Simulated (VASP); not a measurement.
# Si (P6/mmm) in VASP: a series of runs

Runs on Si. Level: PBE. Tasks: single point.

All numbers are computed with VASP 6.6.1; they aren't measurements. Logs are shortened: lines on timing, memory, paths and dates and some standing lists are left out, and cuts for length are marked.

## (1) Starting point

The structure is hexagonal, space group P6/mmm (No. 191). The conventional cell has a = 2.621 Å, b = 2.621 Å, c = 2.466 Å, α = 90.00°, β = 90.00°, γ = 120.00°. Around Si (site symmetry 6/mmm) lie 8 Si at 2.47 to 2.62 Å.

This isn't the form of Si at room conditions, which is diamond.

## (2) Single point, PBE

INCAR

```
ALGO     = Fast           # electronic algorithm
EDIFF    = 1E-6           # SCF threshold, eV
ENCUT    = 500            # plane-wave cutoff, eV
GGA      = PE             # functional
ISIF     = 2              # what is computed and relaxed
ISMEAR   = 0              # smearing method
LASPH    = T              # aspherical terms in the spheres
LCHARG   = F              # write CHGCAR
LREAL    = F              # projectors in reciprocal space
LWAVE    = F              # write WAVECAR
NELM     = 60             # most SCF steps
PREC     = Accurate       # precision mode
SIGMA    = 0.02           # smearing width, eV
```

KPOINTS

```
k-points
0
Gamma
  7 7 7
```

POSCAR

```
Si
1.0
    2.6205428149      0.0000000000      0.0000000000
   -1.3102714075      2.2694566494      0.0000000000
    0.0000000000      0.0000000000      2.4663543900
Si
1
Direct
    0.0000000000      0.0000000000      0.0000000000
```

Potentials or basis: VASP PAW PBE potentials, release 64 (Si_GW).

On the command line:

```
cat potpaw_PBE.64/Si_GW/POTCAR > POTCAR
mpirun -np 1 vasp_std > vasp.out
```

OUTCAR:

```text
EDIFF = 1E-6
   ENCUT = 500
   GGA = PE
   ISIF = 2
   ISMEAR = 0
   LASPH = T
   LREAL = F
   NELM = 60
   PREC = Accurate

 ion  position               nearest neighbor table
   1  0.000  0.000  0.000-

  LATTYP: Found a hexagonal cell.
 ALAT       =     2.6205428149
 C/A-ratio  =     0.9411616463

  Lattice vectors:

 A1 = (   2.6205428149,   0.0000000000,   0.0000000000)
 A2 = (  -1.3102714075,   2.2694566494,   0.0000000000)
 A3 = (   0.0000000000,   0.0000000000,   2.4663543900)

Analysis of symmetry for initial positions (statically):
=====================================================================
 Subroutine PRICEL returns:
 Original cell was already a primitive cell.

 Routine SETGRP: Setting up the symmetry group for a
 hexagonal supercell.

 Subroutine GETGRP returns: Found 24 space group operations
 (whereof 24 operations were pure point group operations)
 out of a pool of 24 trial point group operations.

The static configuration has the point symmetry D_6h.

Analysis of symmetry for dynamics (positions and initial velocities):
=====================================================================
 Subroutine PRICEL returns:
 Original cell was already a primitive cell.

 Routine SETGRP: Setting up the symmetry group for a
 hexagonal supercell.

 Subroutine GETGRP returns: Found 24 space group operations
 (whereof 24 operations were pure point group operations)
 out of a pool of 24 trial point group operations.

The dynamic configuration has the point symmetry D_6h.

 Subroutine INISYM returns: Found 24 space group operations
 (whereof 24 operations are pure point group operations),
 and found     1 'primitive' translations

----------------------------------------------------------------------------------------

                                     Primitive cell

  volume of cell :      14.6679

  direct lattice vectors                    reciprocal lattice vectors
     2.620542815  0.000000000  0.000000000     0.381600329  0.220317053  0.000000000
    -1.310271407  2.269456649  0.000000000     0.000000000  0.440634105  0.000000000
     0.000000000  0.000000000  2.466354390     0.000000000  0.000000000  0.405456736

  length of vectors
     2.620542815  2.620542815  2.466354390     0.440634105  0.440634105  0.405456736

  position of ions in fractional coordinates (direct lattice)
     0.000000000  0.000000000  0.000000000

  ion indices of the primitive-cell ions
   primitive index   ion index
                 1           1

----------------------------------------------------------------------------------------

 KPOINTS: k-points

Automatic generation of k-mesh.
 Grid dimensions read from file:
 generate k-points for:    7    7    7

 Generating k-lattice:

  Cartesian coordinates                     Fractional coordinates (reciprocal lattice)
     0.054514333  0.031473865  0.000000000     0.142857143  0.000000000  0.000000000
     0.000000000  0.062947729  0.000000000     0.000000000  0.142857143  0.000000000
     0.000000000  0.000000000  0.057922391     0.000000000  0.000000000  0.142857143

  Length of vectors
     0.062947729  0.062947729  0.057922391

  Shift w.r.t. Gamma in fractional coordinates (k-lattice)
     0.000000000  0.000000000  0.000000000

 Subroutine IBZKPT returns following result:
 ===========================================

 Found     32 irreducible k-points:

 Following reciprocal coordinates:
            Coordinates               Weight
  0.000000  0.000000  0.000000      1.000000
  0.142857  0.000000  0.000000      6.000000
  0.285714  0.000000  0.000000      6.000000
  0.428571  0.000000  0.000000      6.000000
  0.142857  0.142857  0.000000      6.000000
  0.285714  0.142857  0.000000     12.000000
[... 16 lines left out ...]
  0.428571  0.142857  0.285714     12.000000
  0.285714  0.285714  0.285714     12.000000
 [... further k-points ...]
   k-points           NKPTS =     32   k-points in BZ     NKDIM =     32   number of bands    NBANDS=      6
   number of dos      NEDOS =    301   number of ions     NIONS =      1
   total plane-waves  NPLWV =   7200
   dimension x,y,z NGX =    20 NGY =   20 NGZ =   18
   dimension x,y,z NGXF=    40 NGYF=   40 NGZF=   36
   ions per type =               1
   NGX,Y,Z   is equivalent  to a cutoff of  12.69, 12.69, 12.13 a.u.
   NGXF,Y,Z  is equivalent  to a cutoff of  25.38, 25.38, 24.27 a.u.
 SYSTEM =  unknown system
   PREC   = accura    normal or accurate (medium, high low for compatibility)
   ISTART =      0    job   : 0-new  1-cont  2-samecut
   ICHARG =      2    charge: 1-file 2-atom 10-const
   ISPIN  =      1    spin polarized calculation?
   LNONCOLLINEAR =      F non collinear calculations
   LSORBIT =      F    spin-orbit coupling
   LASPH  =      T    aspherical Exc in radial PAW
   ENCUT  =  500.0 eV  36.75 Ry    6.06 a.u.   4.78  4.78  4.50*2*pi/ulx,y,z
   NELM   =     60;   NELMIN=  2; NELMDL= -5     # of ELM steps
   EDIFF  = 0.1E-05   stopping-criterion for ELM
   LREAL  =      F    real-space projection
   EDIFFG = 0.1E-04   stopping-criterion for IOM
   NSW    =      0    number of steps for IOM
   IBRION =     -1    ionic relax: 0-MD 1-quasi-New 2-CG
   NFREE  =      0    steps in history (QN), initial steepest desc. (CG)
   ISIF   =      2    stress and relaxation
   ISYM   =      2    0-nonsym 1-usesym 2-fastsym
   POTIM  = 0.5000    time-step for ionic-motion
   TEBEG  =    0.0;   TEEND  =   0.0 temperature during run
   PSTRESS=    0.0 pullay stress
   NELECT =       4.0000    total number of electrons
   NUPDOWN=      -1.0000    fix difference up-down
   EMIN   =  10.00;   EMAX   =-10.00  energy-range for DOS
   EFERMI =   0.00;   METHOD = LEGACY
   ISMEAR =     0;   SIGMA  =   0.02  broadening in eV -4-tet -1-fermi 0-gaus
   EFERMI_NEDOS =   21; number of points for ismear=-14 and -15
   IALGO  =     68    algorithm
   IMIX   =      4    mixing-type and parameters
     AMIX     =   0.40;   BMIX     =  1.00
     AMIX_MAG =   1.60;   BMIX_MAG =  1.00
  volume/ion in A,a.u.               =      14.67        98.98
  Fermi-wavevector in a.u.,A,eV,Ry     =   1.061627  2.006184 15.334472  1.127052
  Thomas-Fermi vector in A             =   2.197050
   LORBIT       =      0    0 simple, 1 ext, 2 COOP (PROOUT), +10 PAW based schemes
   GGA     = PE    functional components
   LHFCALC =     F    Hartree Fock is set to
   AEXX    =    0.0000 exact exchange contribution
   IVDW    =     0    specifies the selected vdW correction
   LEPSILON=     F    determine dielectric tensor
   LRPA    =     F    only Hartree local field effects (RPA)
 non-spin polarized calculation
 RMM-DIIS sequential band-by-band and
 Gauss-broadening in eV      SIGMA  =   0.02
  energy-cutoff  :      500.00
  volume of cell :       14.67
 maximum number of plane-waves:       393
 NGX is ok and might be reduce to    20
   NGX =  9   NGY =  9   NGZ =  9

 number of electron       4.0000000 magnetization

 Free energy of the ion-electron system (eV)
  ---------------------------------------------------
  ext. energy  EPLUGINS =         0.00000000
  ---------------------------------------------------
  free energy    TOTEN  =        -5.15366988 eV

  energy without entropy =       -5.15335543  energy(sigma->0) =       -5.15351265

 E-fermi :   9.1027     XC(G=0): -11.0523

 val. band max:        9.0932052967   @ k =   0.4286   0.1429   0.4286
 cond. band min:       9.1827656969   @ k =   0.2857   0.0000   0.1429
 fundamental gap:      0.0895604002
 Fermi energy:         9.1027440219

 k-point     1 :       0.0000    0.0000    0.0000
  band No.  band energies     occupation
      1      -4.9440      2.00000
      2      16.7100      0.00000
      3      17.2095      0.00000
      4      19.5725      0.00000
      5      19.5725      0.00000
      6      21.4557      0.00000

 k-point     2 :       0.1429    0.0000    0.0000
  band No.  band energies     occupation
      1      -4.3714      2.00000
      2      14.1449      0.00000
      3      17.3951      0.00000
      4      17.6894      0.00000
      5      17.7317      0.00000
      6      21.5896      0.00000

 k-point     3 :       0.2857    0.0000    0.0000
  band No.  band energies     occupation
      1      -2.6655      2.00000
      2       8.8483      2.00000
      3      15.4598      0.00000
      4      16.5725      0.00000
      5      19.1120      0.00000
      6      22.7287      0.00000

 k-point     4 :       0.4286    0.0000    0.0000
  band No.  band energies     occupation
      1       0.1238      2.00000
      2       4.0720      2.00000
      3      14.4797      0.00000
      4      15.8165      0.00000
      5      21.3184      0.00000
      6      25.1878      0.00000

 k-point     5 :       0.1429    0.1429    0.0000
  band No.  band energies     occupation
      1      -3.2320      2.00000
      2      11.4592      0.00000
      3      12.5217      0.00000
      4      18.6415      0.00000
      5      19.7506      0.00000
      6      22.9149      0.00000
[... 136 lines left out ...]
 k-point    21 :       0.1429    0.1429    0.2857
  band No.  band energies     occupation
      1      -1.3580      2.00000
      2       8.3194      2.00000
      3      14.1258      0.00000
      4      14.1276      0.00000
      5      22.4840      0.00000
      6      24.0231      0.00000

 k-point    22 :       0.2857    0.1429    0.2857
  band No.  band energies     occupation
      1       0.8737      2.00000
      2       8.1259      2.00000
      3      10.7770      0.00000
      4      12.9693      0.00000
      5      18.5754      0.00000
      6      22.6763      0.00000

 k-point    23 :       0.4286    0.1429    0.2857
  band No.  band energies     occupation
      1       3.8554      2.00000
      2       4.4763      2.00000
      3      11.1021      0.00000
      4      14.1388      0.00000
      5      15.3637      0.00000
      6      22.0935      0.00000

 k-point    24 :       0.2857    0.2857    0.2857
  band No.  band energies     occupation
      1       3.5900      2.00000
      2       7.0348      2.00000
      3       7.7274      2.00000
      4      13.8084      0.00000
      5      17.2932      0.00000
      6      18.6765      0.00000

 [... further k-points ...]
[... 5 lines left out ...]
  --------------------------------------------------------------------------------------
  -------------------------------------------------------------------------------------
  Total       -0.0346126     -0.0346126      1.0831637      0.0000000      0.0000000      0.0000000
  in kB       -3.7807303     -3.7807303    118.3139718      0.0000000      0.0000000      0.0000000
  external PRESSURE =      36.9175038 kB  Pullay stress =       0.0000000 kB

 VOLUME and BASIS-vectors are now :
 -----------------------------------------------------------------------------
  energy-cutoff  :      500.00
  volume of cell :       14.67
      direct lattice vectors                 reciprocal lattice vectors
     2.620542815  0.000000000  0.000000000     0.381600329  0.220317053  0.000000000
    -1.310271407  2.269456649  0.000000000     0.000000000  0.440634105  0.000000000
     0.000000000  0.000000000  2.466354390     0.000000000  0.000000000  0.405456736

 POSITION                                       TOTAL-FORCE (eV/Angst)
 -----------------------------------------------------------------------------------
      0.00000      0.00000      0.00000         0.000000      0.000000      0.000000
 -----------------------------------------------------------------------------------
    total drift:                               -0.000000      0.000000     -0.000000

  FREE ENERGIE OF THE ION-ELECTRON SYSTEM (eV)
  ---------------------------------------------------
  free  energy   TOTEN  =        -5.1536698795 eV

  energy  without entropy=       -5.1533554277  energy(sigma->0) =       -5.15351265
```

It took 1.9 s on 1 thread of AMD EPYC 9R45 (Zen 5), shared host; peak memory 0.09 GiB.

What came out:

- Free energy: -5.1537 eV
- Pressure: 3.7 GPa
- Band gap on the k mesh: none (metal or under the smearing width)

Caveat: the k mesh is coarse (spacing up to 0.40 Å⁻¹), so the values aren't converged.

## (3) Single point, PBE

INCAR

```
SYSTEM = Si
PREC     = Accurate       ! precision mode
ENCUT    = 520            ! plane-wave cutoff, eV
EDIFF    = 1E-6           ! SCF threshold, eV
ISMEAR   = 0              ! smearing method
SIGMA    = 0.011          ! smearing width, eV
LREAL    = .False.        ! projectors in reciprocal space
LASPH    = .True.         ! aspherical terms in the spheres
NELM     = 60             ! most SCF steps
ALGO     = Normal         ! electronic algorithm
ISIF     = 2              ! what is computed and relaxed
LWAVE    = .False.        ! write WAVECAR
LCHARG   = .True.         ! write CHGCAR
GGA      = PE             ! functional
LELF     = .True.         ! ELF
LVHAR    = .True.       
NBANDS   = 8              ! bands
```

KPOINTS

```
Automatic mesh
0
Gamma
  12 12 11
  0 0 0
```

POSCAR is that of step 2.

Potentials or basis: VASP PAW PBE potentials, release 64 (Si).

On the command line:

```
cat potpaw_PBE.64/Si/POTCAR > POTCAR
mpirun -np 1 vasp_std > vasp.out
```

OUTCAR:

```text
SYSTEM = Si
   PREC = Accurate
   ENCUT = 520
   EDIFF = 1E-6
   ISMEAR = 0
   LREAL = .False.
   LASPH = .True.
   NELM = 60
   ISIF = 2
   GGA = PE

 ion  position               nearest neighbor table
   1  0.000  0.000  0.000-

  LATTYP: Found a hexagonal cell.
 ALAT       =     2.6205428149
 C/A-ratio  =     0.9411616463

  Lattice vectors:

 A1 = (   2.6205428149,   0.0000000000,   0.0000000000)
 A2 = (  -1.3102714075,   2.2694566494,   0.0000000000)
 A3 = (   0.0000000000,   0.0000000000,   2.4663543900)

Analysis of symmetry for initial positions (statically):
=====================================================================
 Subroutine PRICEL returns:
 Original cell was already a primitive cell.

 Routine SETGRP: Setting up the symmetry group for a
 hexagonal supercell.

 Subroutine GETGRP returns: Found 24 space group operations
 (whereof 24 operations were pure point group operations)
 out of a pool of 24 trial point group operations.

The static configuration has the point symmetry D_6h.

Analysis of symmetry for dynamics (positions and initial velocities):
[... 161 lines left out ...]
 val. band max:        9.6506963294   @ k =   0.3333   0.2500   0.4545
 cond. band min:       9.7101803115   @ k =   0.4167   0.1667   0.0000
 fundamental gap:      0.0594839821
 Fermi energy:         9.6515101866

 k-point     1 :       0.0000    0.0000    0.0000
  band No.  band energies     occupation
      1      -4.4458      2.00000
      2      17.1957      0.00000
      3      17.7033      0.00000
      4      20.0714      0.00000
      5      20.0714      0.00000
      6      21.9743      0.00000
      7      21.9743      0.00000
      8      27.3360      0.00000
[... 243 lines left out ...]
 k-point    24 :       0.3333    0.0000    0.0909
  band No.  band energies     occupation
      1      -1.1622      2.00000
      2       7.8205      2.00000
      3      15.6848      0.00000
      4      16.0581      0.00000
      5      19.1401      0.00000
      6      25.9221      0.00000
      7      26.4504      0.00000
      8      31.7403      0.00000

 [... further k-points ...]

------------------------ aborting loop because EDIFF is reached ----------------------------------------

  FORCE on cell =-STRESS in cart. coord.  units (eV):
  Direction    XX          YY          ZZ          XY          YZ          ZX
  --------------------------------------------------------------------------------------
  -------------------------------------------------------------------------------------
  Total        0.1156730      0.1156730      0.5964184     -0.0000000     -0.0000000      0.0000000
  in kB       12.6349588     12.6349588     65.1467884     -0.0000000     -0.0000000      0.0000000
  external PRESSURE =      30.1389020 kB  Pullay stress =       0.0000000 kB

 VOLUME and BASIS-vectors are now :
 -----------------------------------------------------------------------------
  energy-cutoff  :      520.00
  volume of cell :       14.67
      direct lattice vectors                 reciprocal lattice vectors
     2.620542815  0.000000000  0.000000000     0.381600329  0.220317053  0.000000000
    -1.310271407  2.269456649  0.000000000     0.000000000  0.440634105  0.000000000
     0.000000000  0.000000000  2.466354390     0.000000000  0.000000000  0.405456736

 POSITION                                       TOTAL-FORCE (eV/Angst)
 -----------------------------------------------------------------------------------
      0.00000      0.00000      0.00000         0.000000      0.000000      0.000000
 -----------------------------------------------------------------------------------
    total drift:                                0.000000      0.000000      0.000000

  FREE ENERGIE OF THE ION-ELECTRON SYSTEM (eV)
  ---------------------------------------------------
  free  energy   TOTEN  =        -5.1179204748 eV

  energy  without entropy=       -5.1178269565  energy(sigma->0) =       -5.11787372
```

OSZICAR:

```text
N       E                     dE             d eps       ncg     rms          rms(c)
DAV:   1    -0.259271980576E+01   -0.25927E+01   -0.18119E+03  1976   0.384E+02
DAV:   2    -0.511089376653E+01   -0.25182E+01   -0.24852E+01  2704   0.306E+01
DAV:   3    -0.512503125481E+01   -0.14137E-01   -0.14137E-01  2080   0.239E+00
DAV:   4    -0.512504718532E+01   -0.15931E-04   -0.15931E-04  3040   0.859E-02
DAV:   5    -0.512504719131E+01   -0.59843E-08   -0.56146E-08  2064   0.868E-04    0.300E+00
DAV:   6    -0.512073973620E+01    0.43075E-02   -0.22902E-03  2208   0.231E-01    0.172E+00
DAV:   7    -0.511792826552E+01    0.28115E-02   -0.52604E-03  2136   0.362E-01    0.170E-01
DAV:   8    -0.511792354793E+01    0.47176E-05   -0.19853E-04  2360   0.833E-02    0.411E-02
DAV:   9    -0.511792066460E+01    0.28833E-05   -0.10881E-05  2456   0.197E-02    0.937E-03
DAV:  10    -0.511792047478E+01    0.18982E-06   -0.64438E-07  1584   0.522E-03
   1 F= -.51179205E+01 E0= -.51178737E+01  d E =-.935183E-04
```

It used 5.9 s of CPU time on 1 thread of Intel(R) Xeon(R) Platinum 8488C (Sapphire Rapids) (shared host), which was overloaded at the time.

What came out:

| Property | Result |
| --- | --- |
| Free energy | -5.1179 eV |
| Pressure | 3.0 GPa |
| Band gap on the k mesh | none (metal or under the smearing width) |

Stress tensor (GPa, compression positive):
```
1.26 0.00 0.00
0.00 1.26 0.00
0.00 0.00 6.51
```

## (4) The reference run

An earlier run on the cell as given: functional PBEsol; potentials or basis VASP PAW PBE potentials, release 64 (Si); cutoff 520 eV; k mesh 12 × 12 × 11; occupations fermi-dirac, width 0.05 eV; no spin polarisation.

* Pressure: 0.7 GPa
* Band gap on the k mesh: none (metal or under the smearing width)

## (5) Overview

| level | potentials or basis | k mesh | cutoff (eV) | smearing | ladder | mesh quality | gap on the mesh (eV) | pressure (GPa) |
| --- | --- | --- | --- | --- | --- | --- | --- | --- |
| PBE | VASP PAW PBE potentials, release 64 (Si_GW) | 7 × 7 × 7 | 500 | gaussian 0.02 eV | - | coarse | none | 3.7 |
| PBE | VASP PAW PBE potentials, release 64 (Si) | 12 × 12 × 11 | 520 | gaussian 0.011 eV | - | not flagged | none | 3.0 |
| PBEsol | VASP PAW PBE potentials, release 64 (Si) | 12 × 12 × 11 | 520 | fermi-dirac 0.05 eV | free | not flagged | none | 0.7 |

Alike in all rows: task single point; no spin polarisation; cell as given.

Caveats: some runs use coarse meshes; the PAW data sets were made with another functional, which shifts forces and pressure a little (some runs).

Absolute energies hang on the potentials; compare differences alone.
